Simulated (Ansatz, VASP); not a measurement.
One calculation of Hg, two programs

INCAR

```
  PREC = Accurate
  ENCUT = 520
  EDIFF = 1E-6
  ISMEAR = 0
  SIGMA = 0.1
  LREAL = F
  LASPH = T
  NELM = 60
  ALGO = Fast
  ISIF = 2
  LWAVE = F
  LCHARG = T
  GGA = PE
  LELF = T
  LVHAR = T
  NBANDS = 12
```

File KPOINTS:

```
Automatic mesh
0
Gamma
  6 6 6
```

POSCAR

```
Hg
1.0
   -2.0696950000      2.0696950000      1.8022580000
    2.0696950000     -2.0696950000      1.8022580000
    2.0696950000      2.0696950000     -1.8022580000
Hg
1
Direct
    0.0000000000      0.0000000000      0.0000000000
```

Input for Ansatz:

```yaml
crystal:
  lattice:
    - [-2.069695, 2.069695, 1.802258]
    - [2.069695, -2.069695, 1.802258]
    - [2.069695, 2.069695, -1.802258]
  atoms:
    - { symbol: Hg, position: [0.0, 0.0, 0.0] }
basis:
  ecutwfc: 420
kpoints:
  mp_grid: { grid: [6, 6, 6] }
hamiltonian:
  xc: pbe
scf:
  occupations: { method: gaussian, width: 0.1 }
output:
  forces: true
  stress: true
  eigenvalues: true
```

Alike in both runs: task single point; functional PBE; k mesh 6 × 6 × 6; occupations gaussian, width 0.1 eV; no spin polarisation.

|  | VASP | Ansatz |
| --- | --- | --- |
| version | VASP 6.6.1 | Ansatz 0.2.0 |
| potentials or method | VASP PAW PBE potentials, release 64 (Hg) | scalar-relativistic, plane waves, PAW |
| plane-wave cutoff (eV) | 520 | 420 |
| valence electrons in the cell | 12 | 20 |

|  | VASP | Ansatz | Ansatz less VASP |
| --- | --- | --- | --- |
| gap on the k mesh at the Fermi level (eV) | none | none | - |
| pressure (GPa) | -0.1 | -0.2 | -0.10 |
| largest component of the traceless stress (GPa) | 0.25 | 0.26 | +0.016 |

A gap of «none» marks a metal or a gap that the smearing closes. The two sets of potentials don't hold the same shells in valence.

Caveats: the k mesh is coarse (spacing up to 0.39 Å⁻¹), so the values aren't converged. Spin-orbit coupling is left out, which matters for the levels of Hg.
